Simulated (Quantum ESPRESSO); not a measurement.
# Al under changes of volume

One of the cells (16.603 Å³/atom); the others are scaled copies at fixed shape and fractional positions:

```
Al
1.0
     0.00000    2.02481    2.02481
     2.02481    0.00000    2.02481
     2.02481    2.02481    0.00000
Al
1
Direct
  0.00000 0.00000 0.00000
```

- Program: Quantum ESPRESSO 7.5
- Functional: PBE
- Potentials or basis: Ansatz NC SR PBE
- Cutoff: 544 eV
- Density cutoff: 2177 eV
- k mesh: 11 × 11 × 11
- Occupations: fermi-dirac, width 0.05 eV
- Spin: no spin polarisation

```csv
volume (Å³/atom),energy over the lowest point (meV/atom),pressure (GPa)
15.607,13.48,5.0
15.939,?,?
16.271,0.80,1.2
16.603,0.00,-0.4
16.935,2.39,-1.9
17.267,7.65,-3.2
17.599,15.47,-4.3
```

**Question.** What does the run at 15.939 Å³/atom give?

**Answer.** Energy over the lowest point 5.16 meV/atom; pressure 3.0 GPa.

Worked out: A Birch-Murnaghan fit of order 3 (a polynomial in V^(-2/3)) to the other rows has its minimum at 16.52 Å³/atom with B0 = V·E''(V) = 79 GPa and B' = 4.4. It gives 5.16 meV/atom at 15.939 Å³/atom, against the run's 5.16, and -dE/dV = 3.0 GPa, against 3.0.

Energies are extrapolated to zero smearing.
